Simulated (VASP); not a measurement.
```
CELL_PARAMETERS angstrom
      0.00000     2.99614     2.99614
      2.99614     0.00000     2.99614
      2.99614     2.99614     0.00000
ATOMIC_POSITIONS crystal
  Li 0.00000 0.00000 0.00000
  I  0.50000 0.50000 0.50000
```

Method: r2SCAN meta-GGA, VASP's PBE PAW potentials (set 64) (plane waves; VASP). Settings: 520 eV cut-off, 8×8×8 Γ-centred mesh, Gaussian smearing of 0.050 eV, potentials Li_sv I.

**Question.** Give the energy at these volumes per atom, relative to the lowest: 25.32, 26.13, 26.94, 27.74, 28.55 Å³.

**Answer.** 7.1, 1.5, 0.0, 1.5, 5.5 meV/atom. A third-order Birch-Murnaghan fit gives B0 = 20.9 GPa and B0′ = 7.9.

The compound is LiI in the rock salt structure. It was relaxed first.
